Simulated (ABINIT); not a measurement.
**A GW run on CdS (Hawleyite) in ABINIT, with inputs changed**

A base run on CdS (Hawleyite), then changed inputs.

Calculated with ABINIT 10.8.3; PBE and many-body steps on it, plane waves.

### Step 1. Set-up

Symmetry: F-43m, No. 216, cubic system. The conventional cell has a = 5.833 Å, b = 5.833 Å, c = 5.833 Å, α = 90.00°, β = 90.00°, γ = 90.00°. Nearest to Cd lie 4 S at 2.53 Å. Nearest to S lie 4 Cd at 2.53 Å. Farther neighbours and most contacts between anions are not listed.

As a file:

```cif
data_structure
_symmetry_space_group_name_H-M 'P 1'
_symmetry_Int_Tables_number 1
_cell_length_a 4.1246
_cell_length_b 4.1246
_cell_length_c 4.1246
_cell_angle_alpha 60.000
_cell_angle_beta 60.000
_cell_angle_gamma 60.000
_cell_volume 49.62
loop_
_atom_site_label
_atom_site_type_symbol
_atom_site_fract_x
_atom_site_fract_y
_atom_site_fract_z
_atom_site_occupancy
Cd1 Cd 0.00000 0.00000 0.00000 1
S2 S 0.25000 0.25000 0.25000 1
```

The cell and positions come from the Crystallography Open Database and are kept as given unless a step says otherwise.

### Step 2. Screening, 4×4×4 mesh, 161 bands, screening to 190.5 eV

This step: ABINIT 10.8.3; RPA screening on PBE, plane waves, norm-conserving pseudopotentials.

The RPA dielectric matrix is built and inverted for each q.

run.abi reads:

```
acell 3*1.0 Angstrom
rprim 
  -0.000000000000 2.916500000000 2.916500000000
  2.916500000000 -0.000000000000 2.916500000000
  2.916500000000 2.916500000000 -0.000000000000
ntypat 2
znucl 48 16
natom 2
typat 1 2
xred 
  0.000000000000 0.000000000000 0.000000000000
  0.250000000000 0.250000000000 0.250000000000
pp_dirpath "pseudos"
pseudos "Cd.upf, S.upf"
ecut 47
ngkpt 4 4 4
nshiftk 1
shiftk 0 0 0
kptopt 1
chksymbreak 0
istwfk *1
occopt 1
irdwfk 1
optdriver 3
nband 161
ecuteps 7
inclvkb 2
awtr 1
symchi 1
indata_prefix "in"
outdata_prefix "out"
tmpdata_prefix "tmp"
```

Run with:

```
$ OMP_NUM_THREADS=1 mpirun -n 8 abinit run.abi > log
```

The program printed:

```text
.Version 10.8.3 of ABINIT. v10.8.2 released Aug 2026.

 Symmetries : space group F-4 3 m (#216); Bravais cF (face-center cubic)
[... echo of the input left out ...]
== DATASET  1 ==================================================================
-   mpi_nproc: 8, omp_nthreads: 1 (-1 if OMP is not activated)

--- !DatasetInfo
iteration_state: {dtset: 1, }
dimensions: {natom: 2, nkpt: 8, mband: 161, nsppol: 1, nspinor: 1, nspden: 1, mpw: 5180, }
cutoff_energies: {ecut:  47.0, pawecutdg:  -1.0, }
electrons: {nelect:   2.60000000E+01, charge:   0.00000000E+00, occopt:   1.00000000E+00, tsmear:   1.00000000E-02, }

 SCREENING: Calculation of the susceptibility and dielectric matrices

 Based on a program developped by R.W. Godby, V. Olevano, G. Onida, and L. Reining.
 Incorporated in ABINIT by V. Olevano, G.-M. Rignanese, and M. Torrent.
.Using double precision arithmetic ; gwpc =  8

[... cell and pseudopotentials left out ...]
--------------------------------------------------------------------------------

 ==== K-mesh for the wavefunctions ====
 Number of points in the irreducible wedge :     8
[... list of points left out ...]
 Together with 24 symmetry operations and time-reversal symmetry
 yields    64 points in the full Brillouin Zone.

 ==== Q-mesh for the screening function ====
 Number of points in the irreducible wedge :     8
[... list of points left out ...]
 Together with 24 symmetry operations and time-reversal symmetry
 yields    64 points in the full Brillouin Zone.

 setmesh: FFT mesh size selected  =    36x   36x   36
          total number of points  =        46656

 vcoul_init : cutoff-mode = AUXILIARY_FUNCTION
 q-points for optical limit:   1
     1)      0.000010    0.000020    0.000030

- screening: taking advantage of time-reversal symmetry
- Maximum band index for partially occupied states nbvw = 13
- Remaining bands to be divided among processors   nbcw = 148
- Number of bands treated by each node ~18

 Number of electrons calculated from density =   26.0000; Expected =   26.0000
 average of density, n =  0.077653
 r_s =    1.4541
 omega_plasma =   26.8804 [eV]

 calculating chi0 at frequencies [eV] :
  1    0.000000E+00    0.000000E+00
  2    0.000000E+00    2.688042E+01

--------------------------------------------------------------------------------
  q-point number  1        q = ( 0.000000, 0.000000, 0.000000) [r.l.u.]
--------------------------------------------------------------------------------
[... chi0 elements left out ...]
 For q-point:  0.000010 0.000020 0.000030
  dielectric constant =  11.0699
  dielectric constant without local fields =  11.7800

  Average fulfillment of the sum rule on Im[epsilon] for q-point    1 :     74.73  [%]
[... wings left out ...]
  q-point number  2        q = ( 0.250000, 0.000000, 0.000000) [r.l.u.]
--------------------------------------------------------------------------------
[... chi0 elements left out ...]
  Average fulfillment of the sum rule on Im[epsilon] for q-point    2 :     84.05  [%]

 [... 6 further q-points ...]
```

The job ended after 80 s (8 MPI ranks of AMD EPYC 7R43, shared host; peak memory 2.5 GiB; 10 min of CPU time).

This step gave:

* ε∞ with local fields, on this mesh, along the program's q direction: 11.07
* the same without local fields: 11.78
* plasma frequency: 26.88 eV
* plane waves in the screening matrix: 307

Local fields lower ε∞ by 6 %. On a Γ-centred mesh this coarse the value itself is usually too large, while a short band sum pulls it down.

### Step 3. Base

The self-energy is evaluated for the states that the input lists, and the levels follow from it, in one-shot runs by the linearised quasiparticle equation.

This step: G0W0 on PBE, plane waves, norm-conserving pseudopotentials.

Edit run.abi of step 2 so:

```diff
@@ -23,8 +23,15 @@
 irdwfk 1
-optdriver 3
+optdriver 4
 nband 161
+gwcalctyp 0
+ecutsigx 47
+symsigma 1
+nkptgw 1
+kptgw 
+  0.0000000000 0.0000000000 0.0000000000
+bdgw 
+  11 17
 ecuteps 7
-inclvkb 2
-awtr 1
-symchi 1
+irdscr 1
+ppmodel 1
 indata_prefix "in"
```

The program printed:

```text
.Version 10.8.3 of ABINIT. v10.8.2 released Aug 2026.

 Symmetries : space group F-4 3 m (#216); Bravais cF (face-center cubic)
[... echo of the input left out ...]
== DATASET  1 ==================================================================
-   mpi_nproc: 8, omp_nthreads: 1 (-1 if OMP is not activated)

--- !DatasetInfo
iteration_state: {dtset: 1, }
dimensions: {natom: 2, nkpt: 8, mband: 161, nsppol: 1, nspinor: 1, nspden: 1, mpw: 5180, }
cutoff_energies: {ecut:  47.0, pawecutdg:  -1.0, }
electrons: {nelect:   2.60000000E+01, charge:   0.00000000E+00, occopt:   1.00000000E+00, tsmear:   1.00000000E-02, }

 SIGMA: Calculation of the GW corrections

 Based on a program developped by R.W. Godby, V. Olevano, G. Onida, and L. Reining.
 Incorporated in ABINIT by V. Olevano, G.-M. Rignanese, and M. Torrent.
.Using double precision arithmetic ; gwpc =  8

[... cell and pseudopotentials left out ...]
--------------------------------------------------------------------------------

 ==== K-mesh for the wavefunctions ====
 Number of points in the irreducible wedge :     8
[... list of points left out ...]
 Together with 24 symmetry operations and time-reversal symmetry
 yields    64 points in the full Brillouin Zone.

 ==== Q-mesh for screening function ====
 Number of points in the irreducible wedge :     8
[... list of points left out ...]
 Together with 24 symmetry operations and time-reversal symmetry
 yields    64 points in the full Brillouin Zone.

 vcoul_init : cutoff-mode = AUXILIARY_FUNCTION
 q-points for optical limit:   1
     1)      0.000010    0.000020    0.000030
 setmesh: FFT mesh size selected  =    50x   50x   50
          total number of points  =       125000

 Number of electrons calculated from density =   26.0000; Expected =   26.0000
 average of density, n =  0.077653
 r_s =    1.4541
 omega_plasma =   26.8804 [eV]

 === KS Band Gaps ===
  >>>> For spin  1
   Minimum direct gap =   1.1447 [eV], located at k-point      :   0.0000  0.0000  0.0000
   Fundamental gap    =   1.1447 [eV], Top of valence bands at :   0.0000  0.0000  0.0000
                                       Bottom of conduction at :   0.0000  0.0000  0.0000
 SIGMA fundamental parameters:
 PLASMON POLE MODEL  1
 number of plane-waves for SigmaX                 5065
 number of plane-waves for SigmaC and W            307
 number of plane-waves for wavefunctions          5065
 number of bands                                   161
 number of independent spin polarizations            1
 number of spinorial components                      1
 number of k-points in IBZ                           8
 number of q-points in IBZ                           8
 number of symmetry operations                      24
 number of k-points in BZ                           64
 number of q-points in BZ                           64
 number of frequencies for dSigma/dE                 9
 frequency step for dSigma/dE [eV]                0.25
 number of omega for Sigma on real axis              0
 max omega for Sigma on real axis  [eV]           0.00
 zcut for avoiding poles [eV]                     0.10

 EPSILON^-1 parameters (SCR file):
 dimension of the eps^-1 matrix on file            307
 dimension of the eps^-1 matrix used               307
 number of plane-waves for wavefunctions          5065
 number of bands                                   161
 number of q-points in IBZ                           8
 number of frequencies                               2
 number of real frequencies                          1
 number of imag frequencies                          1

 matrix elements of self-energy operator (all in [eV])

 Perturbative Calculation

--- !SelfEnergy_ee
iteration_state: {dtset: 1, }
kpoint     : [   0.000,    0.000,    0.000, ]
spin       : 1
KS_gap     :    1.145
QP_gap     :    2.109
Delta_QP_KS:    0.964
data: !SigmaeeData |
     Band     E0 <VxcDFT>   SigX SigC(E0)      Z dSigC/dE  Sig(E)    E-E0       E
       11   4.366 -15.389 -18.420   1.949   0.781  -0.281 -16.234  -0.844   3.522
       12   4.366 -15.389 -18.420   1.949   0.781  -0.281 -16.234  -0.844   3.522
       13   4.366 -15.389 -18.420   1.949   0.781  -0.281 -16.234  -0.844   3.522
       14   5.511 -10.636  -6.668  -3.820   0.812  -0.231 -10.516   0.120   5.631
       15  10.897 -10.642  -5.801  -4.386   0.810  -0.234 -10.273   0.369  11.266
       16  10.897 -10.642  -5.801  -4.386   0.810  -0.234 -10.273   0.369  11.266
       17  10.897 -10.642  -5.801  -4.386   0.810  -0.234 -10.273   0.369  11.266

== END DATASET(S) ==============================================================
================================================================================

 -outvars: echo values of variables after computation  --------
           etotal      0.0000000000E+00
            nband         161
             nkpt           8
          spgroup         216
 [... the other variables as echoed above ...]

 Calculation completed.
```

Elapsed: 13 s, on 8 MPI ranks; peak memory 2.2 GiB; 1.7 min of CPU time.

This step gave:

- G0W0 gap on the points computed: 2.109 eV
- starting gap on the mesh: 1.145 eV
- k of the valence top: 0, 0, 0
- k of the conduction bottom: 0, 0, 0
- Z at the valence top: 0.781
- Z at the conduction bottom: 0.812
- least direct G0W0 gap on the computed points: 2.109 eV

The gap on the mesh goes from 1.14 eV to 2.11 eV, a correction of +0.96 eV.

### Step 4. Coulomb singularity

Edit run.abi of step 3 so:

```diff
@@ -36,2 +36,3 @@
 ppmodel 1
+gw_icutcoul 3
 indata_prefix "in"
```

The program printed:

```text
.Version 10.8.3 of ABINIT. v10.8.2 released Aug 2026.

 Symmetries : space group F-4 3 m (#216); Bravais cF (face-center cubic)
[... echo of the input left out ...]
== DATASET  1 ==================================================================
-   mpi_nproc: 8, omp_nthreads: 1 (-1 if OMP is not activated)

--- !DatasetInfo
iteration_state: {dtset: 1, }
dimensions: {natom: 2, nkpt: 8, mband: 161, nsppol: 1, nspinor: 1, nspden: 1, mpw: 5180, }
cutoff_energies: {ecut:  47.0, pawecutdg:  -1.0, }
electrons: {nelect:   2.60000000E+01, charge:   0.00000000E+00, occopt:   1.00000000E+00, tsmear:   1.00000000E-02, }

 SIGMA: Calculation of the GW corrections

 Based on a program developped by R.W. Godby, V. Olevano, G. Onida, and L. Reining.
 Incorporated in ABINIT by V. Olevano, G.-M. Rignanese, and M. Torrent.
.Using double precision arithmetic ; gwpc =  8

[... cell and pseudopotentials left out ...]
--------------------------------------------------------------------------------

 ==== K-mesh for the wavefunctions ====
 Number of points in the irreducible wedge :     8
[... list of points left out ...]
 Together with 24 symmetry operations and time-reversal symmetry
 yields    64 points in the full Brillouin Zone.

 ==== Q-mesh for screening function ====
 Number of points in the irreducible wedge :     8
[... list of points left out ...]
 Together with 24 symmetry operations and time-reversal symmetry
 yields    64 points in the full Brillouin Zone.

 vcoul_init : cutoff-mode = CRYSTAL
 q-points for optical limit:   1
     1)      0.000010    0.000020    0.000030
 setmesh: FFT mesh size selected  =    50x   50x   50
          total number of points  =       125000

 Number of electrons calculated from density =   26.0000; Expected =   26.0000
[...]
number of q-points in BZ                           64
 number of frequencies for dSigma/dE                 9
 frequency step for dSigma/dE [eV]                0.25
 number of omega for Sigma on real axis              0
 max omega for Sigma on real axis  [eV]           0.00
 zcut for avoiding poles [eV]                     0.10

 EPSILON^-1 parameters (SCR file):
 dimension of the eps^-1 matrix on file            307
 dimension of the eps^-1 matrix used               307
 number of plane-waves for wavefunctions          5065
 number of bands                                   161
 number of q-points in IBZ                           8
 number of frequencies                               2
 number of real frequencies                          1
 number of imag frequencies                          1

 matrix elements of self-energy operator (all in [eV])

 Perturbative Calculation

--- !SelfEnergy_ee
iteration_state: {dtset: 1, }
kpoint     : [   0.000,    0.000,    0.000, ]
spin       : 1
KS_gap     :    1.145
QP_gap     :    2.094
Delta_QP_KS:    0.950
data: !SigmaeeData |
     Band     E0 <VxcDFT>   SigX SigC(E0)      Z dSigC/dE  Sig(E)    E-E0       E
       11   4.366 -15.389 -18.022   1.768   0.787  -0.271 -16.070  -0.681   3.685
       12   4.366 -15.389 -18.022   1.768   0.787  -0.271 -16.070  -0.681   3.685
       13   4.366 -15.389 -18.022   1.768   0.787  -0.271 -16.070  -0.681   3.685
       14   5.511 -10.636  -6.668  -3.640   0.819  -0.221 -10.367   0.269   5.780
       15  10.897 -10.642  -5.801  -4.205   0.817  -0.224 -10.123   0.520  11.417
       16  10.897 -10.642  -5.801  -4.205   0.817  -0.224 -10.123   0.520  11.417
       17  10.897 -10.642  -5.801  -4.205   0.817  -0.224 -10.123   0.520  11.417

== END DATASET(S) ==============================================================
================================================================================

 -outvars: echo values of variables after computation  --------
           etotal      0.0000000000E+00
            nband         161
             nkpt           8
          spgroup         216
 [... the other variables as echoed above ...]

 Calculation completed.
```

The job ended after 14 s (8 MPI ranks; peak memory 2.1 GiB; 97 s of CPU time).

This step gave:

```
G0W0 gap on the points computed              : 2.095 eV
starting gap on the mesh                     : 1.145 eV
k of the valence top                         : 0, 0, 0
k of the conduction bottom                   : 0, 0, 0
Z at the valence top                         : 0.787
Z at the conduction bottom                   : 0.819
least direct G0W0 gap on the computed points : 2.095 eV
```

Against G0W0 in ABINIT (4×4×4 mesh, 161 bands, screening to 190.5 eV, Godby-Needs plasmon pole), the gap moves by −0.014 eV.

### Step 5. Side by side

Times are wall times on 8 MPI ranks of AMD EPYC 7R43, shared host, good to a factor of about two. A run's time includes the screening step that it read.

| run | mesh | bands | screening cutoff (eV) | DFT gap (eV) | gap on the mesh (eV) | direct (eV) | ε∞ used | time |
| --- | --- | --- | --- | --- | --- | --- | --- | --- |
| base | 4×4×4 | 161 | 190.5 | 1.145 | 2.109 | 2.109 | 11.07 | 93 s |
| Coulomb singularity | 4×4×4 | 161 | 190.5 | 1.145 | 2.095 | 2.095 | 11.07 | 94 s |

### Step 6. Outcome

```json
{
 "base": "2.109 eV",
 "Coulomb singularity": "2.095 eV",
 "known limits": "not at the basis limit; no spin-orbit coupling; coarse k mesh"
}
```

In words: Coulomb singularity: −0.014 eV against base (keys changed: gw_icutcoul). Bands and cutoff are finite, so the gap is not at the basis limit. The miss can reach some tenths of an eV and take either sign; the mesh is an error of its own. In the G0W0 runs levels were corrected at 1 k point alone, so a gap called «on the mesh» is the least over those, and an edge elsewhere would be missed. The 4×4×4 mesh is coarse for this cell, which bears on the long-range parts of exchange and screening. The many-body steps are scalar-relativistic: spin-orbit coupling is not in them.

[Paths, hosts, dates, memory and timing lines, banners, echoed tables and standing remarks are left out of the program output.]

[Logs are printed without paths, hosts, clocks, repeated set-up lines and the standing remarks that a program may print on its own settings, such as how far it seeks lower states.]

[Runs of the session that timed out or met a known fault of the program may be left out.]

[Hosts, paths, dates, database ids (printed as entryN), source tags and the programs' standing remarks are cut or masked in the printed files.]

[G0W0 gaps are taken among the corrected bands and points alone; a level outside them can change the order at an edge.]

[Where Ansatz stands beside ABINIT at settings called matched, ABINIT's density can come from a denser mesh and the files from another edition; pairs whose starting gaps differed by over 0.03 eV were left out, so agreement reads better than it is.]
